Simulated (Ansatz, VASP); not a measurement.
P: VASP beside Ansatz

The input INCAR:

```
ALGO = Normal
EDIFF = 1E-6
ENCUT = 520
GGA = PS
ISIF = 2
ISMEAR = 0
IVDW = 12
LASPH = True
LCHARG = False
LREAL = False
LWAVE = False
NBANDS = 8
NELM = 60
PREC = Accurate
SIGMA = 0.15
```

Contents of KPOINTS:

```
k-points
0
Gamma
  24 24 24
```

POSCAR

```
P
1.0
    2.3904808287      0.0448215155      0.0000000000
    0.0448215155      2.3904808287      0.0000000000
    0.0000000000      0.0000000000      2.3906484192
P
1
Direct
    0.0000000000      0.0000000000      0.0000000000
```

Input for Ansatz:

```yaml
crystal:
  lattice:
    - [2.3904808287, 0.0448215155, 0.0]
    - [0.0448215155, 2.3904808287, 0.0]
    - [0.0, 0.0, 2.3906484192]
  atoms:
    - { symbol: P, position: [0.0, 0.0, 0.0] }
basis:
  ecutwfc: 420
kpoints:
  mp_grid: { grid: [24, 24, 24] }
hamiltonian:
  xc: pbesol
  dispersion: d3bj
scf:
  occupations: { method: gaussian, width: 0.15 }
output:
  forces: true
  stress: true
  eigenvalues: true
```

Change from the starting cell: strain +0.0375 x Voigt [0, 0, 0, 0, 0, 1], atoms carried along.

Alike in both runs: task single point; functional PBEsol; dispersion D3(BJ); k mesh 24 × 24 × 24; occupations gaussian, width 0.15 eV; no spin polarisation.

|  | VASP | Ansatz |
| --- | --- | --- |
| version | VASP 6.6.1 | Ansatz 0.2.0 |
| potentials or method | VASP PAW PBE potentials, release 64 (P) | scalar-relativistic, plane waves, PAW |
| plane-wave cutoff (eV) | 520 | 420 |
| valence electrons in the cell | 5 | 5 |

VASP gave:

```
gap on the k mesh at the Fermi level (eV)       : none
pressure (GPa)                                  : 0.2
largest component of the traceless stress (GPa) : 2.27
```

**Question.** What did Ansatz give for the same quantities?

**Answer.** gap on the k mesh at the Fermi level (eV): none; pressure (GPa): 0.1; largest component of the traceless stress (GPa): 2.28.

A gap of «none» marks a metal or a gap that the smearing closes.

Caveats: the PAW data sets were made with another functional, which shifts forces and pressure a little (VASP); pairwise dispersion overbinds metals, which lowers pressure and volume.
